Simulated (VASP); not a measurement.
H2O, 3 atoms in the cell. The cell holds a molecule in a box, 3 atoms: a = 11.937 Å, b = 12.437 Å, c = 12.937 Å, α = 90.00°, β = 90.00°, γ = 90.00°. 

```yaml
Program: VASP 6.6.1
Task: single point
Functional: PBE
Potentials_or_basis: VASP PAW PBE potentials, release 64 (H, O)
Cutoff: 400 eV
k_mesh: 1 × 1 × 1
Occupations: gaussian, width 0.01 eV
Spin: no spin polarisation
Further_INCAR_settings: ALGO = Normal; EDIFF = 1e-07; NBANDS = 11; ISYM = 0
```

Potentials or basis: VASP PAW PBE potentials, release 64 (H, O).

Command:

```sh
$ cat potpaw_PBE.64/H/POTCAR potpaw_PBE.64/O/POTCAR > POTCAR
$ mpirun -np 4 vasp_gam > vasp.out
```

Hardware: 4 MPI ranks on Intel(R) Xeon(R) Platinum 8259CL CPU @ 2.50GHz (Skylake/Cascade Lake), with other jobs on the host.

Problem. How long does it take, and how much memory?

Solution. It took 38 s on 4 MPI ranks on Intel(R) Xeon(R) Platinum 8259CL CPU @ 2.50GHz (Skylake/Cascade Lake), with other jobs on the host, peak memory 0.37 GiB a rank. Counts: scf iterations 24, k points 1.
